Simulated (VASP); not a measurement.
# In in VASP: a series of runs, part 2 of 2

VASP 6.6.1.

## Step 4: Single point, PBE

This run uses another cell than the first one, of 75.50 Å³/atom, 1.516 times its volume.

Input file INCAR:

```
PREC = Accurate ; ENCUT = 650
EDIFF = 1E-7 ; ISMEAR = 1
SIGMA = 0.1 ; LREAL = False
LASPH = True ; NELM = 120
ALGO = Normal ; ISIF = 2
LWAVE = False ; LCHARG = False
LDIPOL = True ; IDIPOL = 3
DIPOL = 0.5 0.5 0.500 ; GGA = PE
NBANDS = 30 ; LVHAR = True
LVACPOTAV = True
```

Input file KPOINTS:

```
regular mesh
0
Gamma
  22 22 1
```

Input file POSCAR:

```
In
1.0
    3.3354847820      0.0000000000      0.0000000000
   -1.6677423910      2.8886145552      0.0000000000
    0.0000000000      0.0000000000     23.5091429200
In
3
Direct
    0.3333333300      0.6666666600      0.3828297795
    0.6666666700      0.3333333400      0.5000000000
    0.3333333300      0.6666666600      0.6171702205
```

Potentials or basis: VASP PAW PBE potentials, release 64 (In_d).

Launch:

```sh
$ cat potpaw_PBE.64/In_d/POTCAR > POTCAR
$ mpirun -np 1 vasp_std > vasp.out
```

OUTCAR:

```text
PREC = Accurate
   ENCUT = 650
   EDIFF = 1E-7
   ISMEAR = 1
   LREAL = False
   LASPH = True
   NELM = 120
   ISIF = 2
   GGA = PE

 Found     52 irreducible k-points:

 Following reciprocal coordinates:
            Coordinates               Weight
  0.000000  0.000000  0.000000      1.000000
  0.045455  0.000000  0.000000      6.000000
  0.090909  0.000000  0.000000      6.000000
  0.136364  0.000000  0.000000      6.000000
  0.181818  0.000000  0.000000      6.000000
  0.227273  0.000000  0.000000      6.000000
   k-points           NKPTS =     52   k-points in BZ     NKDIM =     52   number of bands    NBANDS=     30
   number of dos      NEDOS =    301   number of ions     NIONS =      3
   total plane-waves  NPLWV = 153664
   dimension x,y,z NGX =    28 NGY =   28 NGZ =  196
   dimension x,y,z NGXF=    56 NGYF=   56 NGZF=  392
   ions per type =               3
   NGX,Y,Z   is equivalent  to a cutoff of  13.96, 13.96, 13.86 a.u.
   NGXF,Y,Z  is equivalent  to a cutoff of  27.91, 27.91, 27.72 a.u.
 SYSTEM =  unknown system
   PREC   = accura    normal or accurate (medium, high low for compatibility)
   ISTART =      0    job   : 0-new  1-cont  2-samecut
   ICHARG =      2    charge: 1-file 2-atom 10-const
   ISPIN  =      1    spin polarized calculation?
   LNONCOLLINEAR =      F non collinear calculations
   LSORBIT =      F    spin-orbit coupling
   LASPH  =      T    aspherical Exc in radial PAW
   ENCUT  =  650.0 eV  47.77 Ry    6.91 a.u.   6.93  6.93 48.87*2*pi/ulx,y,z
   NELM   =    120;   NELMIN=  2; NELMDL= -5     # of ELM steps
   EDIFF  = 0.1E-06   stopping-criterion for ELM
   LREAL  =      F    real-space projection
   EDIFFG = 0.1E-05   stopping-criterion for IOM
   NSW    =      0    number of steps for IOM
   IBRION =     -1    ionic relax: 0-MD 1-quasi-New 2-CG
   NFREE  =      0    steps in history (QN), initial steepest desc. (CG)
   ISIF   =      2    stress and relaxation
   ISYM   =      2    0-nonsym 1-usesym 2-fastsym
   POTIM  = 0.5000    time-step for ionic-motion
   TEBEG  =    0.0;   TEEND  =   0.0 temperature during run
   PSTRESS=    0.0 pullay stress
   NELECT =      39.0000    total number of electrons
   NUPDOWN=      -1.0000    fix difference up-down
   EMIN   =  10.00;   EMAX   =-10.00  energy-range for DOS
   EFERMI =   0.00;   METHOD = LEGACY
   ISMEAR =     1;   SIGMA  =   0.10  broadening in eV -4-tet -1-fermi 0-gaus
   EFERMI_NEDOS =   21; number of points for ismear=-14 and -15
   IALGO  =     38    algorithm
   IMIX   =      4    mixing-type and parameters
     AMIX     =   0.40;   BMIX     =  1.00
     AMIX_MAG =   1.60;   BMIX_MAG =  1.00
  volume/ion in A,a.u.               =      75.50       509.52
  Fermi-wavevector in a.u.,A,eV,Ry     =   0.910754  1.721076 11.285672  0.829473
  Thomas-Fermi vector in A             =   2.034954
   LORBIT       =      0    0 simple, 1 ext, 2 COOP (PROOUT), +10 PAW based schemes
   GGA     = PE    functional components
   LHFCALC =     F    Hartree Fock is set to
   AEXX    =    0.0000 exact exchange contribution
   IVDW    =     0    specifies the selected vdW correction
   LEPSILON=     F    determine dielectric tensor
   LRPA    =     F    only Hartree local field effects (RPA)
 non-spin polarized calculation
 Methfessel and Paxton  Order N= 1 SIGMA  =   0.10
  energy-cutoff  :      650.00
  volume of cell :      226.51
 maximum number of plane-waves:      8566
 NGX is ok and might be reduce to    28
   NGX = 13   NGY = 13   NGZ = 97

 number of electron      39.0000006 magnetization

 dipolmoment           0.000000      0.000000     -0.000000 electrons x Angstroem

 Free energy of the ion-electron system (eV)
  ---------------------------------------------------
  ext. energy  EPLUGINS =         0.00000000
  ---------------------------------------------------
  free energy    TOTEN  =        -7.34056548 eV

  energy without entropy =       -7.34046859  energy(sigma->0) =       -7.34053318

 E-fermi :   0.1577     XC(G=0):  -4.2288

 val. band max:        0.1247944172   @ k =   0.3182   0.1364   0.0000
 cond. band min:       0.1646241944   @ k =   0.3182   0.3182   0.0000
 fundamental gap:      0.0398297772
 Fermi energy:         0.1576664118

 k-point     1 :       0.0000    0.0000    0.0000
  band No.  band energies     occupation
      1     -14.5255      2.00000
      2     -14.5037      2.00000
      3     -14.4866      2.00000
      4     -14.4622      2.00000
      5     -14.4622      2.00000
      6     -14.4307      2.00000
[... 22 lines left out ...]
     29       9.2018      0.00000
     30       9.8379      0.00000

 k-point     2 :       0.0455    0.0000    0.0000
  band No.  band energies     occupation
      1     -14.5228      2.00000
      2     -14.5008      2.00000
      3     -14.4850      2.00000
      4     -14.4619      2.00000
      5     -14.4567      2.00000
      6     -14.4318      2.00000
[... 22 lines left out ...]
     29       9.2240      0.00000
     30       9.3648      0.00000

 k-point     3 :       0.0909    0.0000    0.0000
  band No.  band energies     occupation
      1     -14.5182      2.00000
      2     -14.4943      2.00000
      3     -14.4812      2.00000
      4     -14.4588      2.00000
      5     -14.4406      2.00000
      6     -14.4340      2.00000
[... 22 lines left out ...]
     29       8.2363      0.00000
     30       9.2411      0.00000

 k-point     4 :       0.1364    0.0000    0.0000
  band No.  band energies     occupation
      1     -14.5216      2.00000
      2     -14.4905      2.00000
      3     -14.4716      2.00000
      4     -14.4544      2.00000
      5     -14.4335      2.00000
      6     -14.4154      2.00000
[... 22 lines left out ...]
     29       7.5066      0.00000
     30       8.3993      0.00000

 k-point     5 :       0.1818    0.0000    0.0000
  band No.  band energies     occupation
      1     -14.5352      2.00000
      2     -14.4951      2.00000
      3     -14.4622      2.00000
      4     -14.4505      2.00000
      5     -14.4304      2.00000
      6     -14.3889      2.00000
[... 22 lines left out ...]
     29       7.2065      0.00000
     30       7.4734      0.00000

 k-point     6 :       0.2273    0.0000    0.0000
  band No.  band energies     occupation
      1     -14.5537      2.00000
      2     -14.5068      2.00000
      3     -14.4694      2.00000
      4     -14.4391      2.00000
      5     -14.4351      2.00000
      6     -14.3782      2.00000
[... 22 lines left out ...]
     29       7.4356      0.00000
     30       7.6403      0.00000

 [... further k-points ...]

------------------------ aborting loop because EDIFF is reached ----------------------------------------

  FORCE on cell =-STRESS in cart. coord.  units (eV):
  Direction    XX          YY          ZZ          XY          YZ          ZX
  --------------------------------------------------------------------------------------
  -------------------------------------------------------------------------------------
  Total       -0.2392928     -0.2392928      0.0360834      0.0000000      0.0000000     -0.0000000
  in kB       -1.6926020     -1.6926020      0.2552304      0.0000000      0.0000000     -0.0000000
  external PRESSURE =      -1.0433246 kB  Pullay stress =       0.0000000 kB

 VOLUME and BASIS-vectors are now :
 -----------------------------------------------------------------------------
  energy-cutoff  :      650.00
  volume of cell :      226.51
      direct lattice vectors                 reciprocal lattice vectors
     3.335484782  0.000000000  0.000000000     0.299806495  0.173093360  0.000000000
    -1.667742391  2.888614555  0.000000000     0.000000000  0.346186721  0.000000000
     0.000000000  0.000000000 23.509142920     0.000000000  0.000000000  0.042536642

 POSITION                                       TOTAL-FORCE (eV/Angst)
 -----------------------------------------------------------------------------------
      0.00000      1.92574      9.00000        -0.000000     -0.000000     -0.006244
      1.66774      0.96287     11.75457         0.000000      0.000000      0.000000
      0.00000      1.92574     14.50914         0.000000      0.000000      0.006244
 -----------------------------------------------------------------------------------
    total drift:                                0.000000      0.000008      0.000000

  FREE ENERGIE OF THE ION-ELECTRON SYSTEM (eV)
  ---------------------------------------------------
  free  energy   TOTEN  =        -7.3405654803 eV

  energy  without entropy=       -7.3404685886  energy(sigma->0) =       -7.34053318

 vacuum level on the upper side and lower side of the slab         3.945         3.945
```

OSZICAR:

```text
N       E                     dE             d eps       ncg     rms          rms(c)
DAV:   1     0.363222831849E+03    0.36322E+03   -0.19495E+04  3120   0.144E+03
DAV:   2     0.286781633893E+02   -0.33454E+03   -0.32885E+03  3188   0.373E+02
DAV:   3    -0.601995992235E+01   -0.34698E+02   -0.34467E+02  3818   0.147E+02
[... 16 lines left out ...]
DAV:  20    -0.734056143995E+01   -0.68787E-05   -0.25491E-07  2498   0.187E-03    0.309E-04
DAV:  21    -0.734056453352E+01   -0.30936E-05   -0.10822E-07  2408   0.125E-03    0.368E-04
DAV:  22    -0.734056525083E+01   -0.71730E-06   -0.19541E-08  2434   0.431E-04    0.230E-04
DAV:  23    -0.734056542423E+01   -0.17340E-06   -0.45320E-09  2306   0.436E-04    0.641E-05
DAV:  24    -0.734056548028E+01   -0.56048E-07   -0.14896E-09  2224   0.473E-04
   1 F= -.73405655E+01 E0= -.73405332E+01  d E =-.968917E-04
```

It took 5.6 min on 1 thread of Intel Xeon 6975P-C (Granite Rapids), shared host; peak memory 0.63 GiB.

The run converged, but some of its settings lie outside the range that counts as converged, so its numbers aren't taken as properties of the slab.

Results:

| Property | Result |
| --- | --- |
| Free energy | -7.3406 eV |
| Largest force | 0.006 eV/Å |
| Band gap on the k mesh | none (metal or under the smearing width) |
| Work function of the upper face | 3.79 eV |
| Work function of the lower face | 3.79 eV |

## Step 5: Single point, PBE

This run uses another cell than the first one, of 75.50 Å³/atom, 1.516 times its volume.

Changes to INCAR since step 4:

```diff
@@ -1,2 +1,2 @@
-PREC = Accurate ; ENCUT = 650
+PREC = Accurate ; ENCUT = 520
 EDIFF = 1E-7 ; ISMEAR = 1
```

Input file KPOINTS:

```
regular mesh
0
Gamma
  17 17 1
```

POSCAR is that of step 4.

Launch:

```sh
$ cat potpaw_PBE.64/In_d/POTCAR > POTCAR
$ mpirun -np 1 vasp_std > vasp.out
```

It took 3.3 min on 1 thread of Intel Xeon 6975P-C (Granite Rapids), shared host; peak memory 0.46 GiB.

These settings aren't checked as converged: the numbers below hold their error.

What came out:

```yaml
Free_energy: -7.3381 eV
Largest_force: 0.065 eV/Å
Band_gap_on_the_k_mesh: none (metal or under the smearing width)
Work_function_of_the_upper_face: 3.82 eV
Work_function_of_the_lower_face: 3.82 eV
```
